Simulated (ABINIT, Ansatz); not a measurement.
An input for ABINIT 10.8.3 (BeTe (F-43m)):

```
acell 3*1.0 Angstrom
rprim 
  -0.000000000000 2.831458787600 2.831458787600
  2.831458787600 0.000000000000 2.831458787600
  2.831458787600 2.831458787600 0.000000000000
ntypat 2
znucl 4 52
natom 2
typat 1 2
xred 
  0.000000000000 0.000000000000 0.000000000000
  0.750000000000 0.750000000000 0.750000000000
pp_dirpath "pseudos"
pseudos "Be.upf, Te.upf"
ecut 38
ngkpt 6 6 6
nshiftk 1
shiftk 0 0 0
kptopt 1
chksymbreak 0
istwfk *1
occopt 1
irdwfk 1
optdriver 4
nband 417
gwcalctyp 0
ecutsigx 38
symsigma 1
nkptgw 2
kptgw 
  0.0000000000 0.0000000000 0.0000000000
  0.5000000000 0.5000000000 0.0000000000
bdgw 
  8 13
  9 12
ecuteps 12
irdscr 1
ppmodel 1
indata_prefix "in"
outdata_prefix "out"
tmpdata_prefix "tmp"
```

```sh
OMP_NUM_THREADS=1 mpirun -n 8 abinit run.abi > log
```

How long will it take on 8 MPI ranks of Arm Neoverse V2, shared host, and how much memory?

It took 2.7 min; on shared hardware allow 82 s to 5.4 min. Peak host memory was 8.9 GiB.

[Paths, hosts, dates, memory and timing lines, banners, echoed tables and standing remarks are left out of the program output.]

[Logs are printed without paths, hosts, clocks, repeated set-up lines and the standing remarks that a program may print on its own settings, such as how far it seeks lower states.]

[Runs of the session that timed out or met a known fault of the program may be left out.]

[Hosts, paths, dates, database ids (printed as entryN), source tags and the programs' standing remarks are cut or masked in the printed files.]

[G0W0 gaps are taken among the corrected bands and points alone; a level outside them can change the order at an edge.]

[Where Ansatz stands beside ABINIT at settings called matched, ABINIT's density can come from a denser mesh and the files from another edition; pairs whose starting gaps differed by over 0.03 eV were left out, so agreement reads better than it is.]
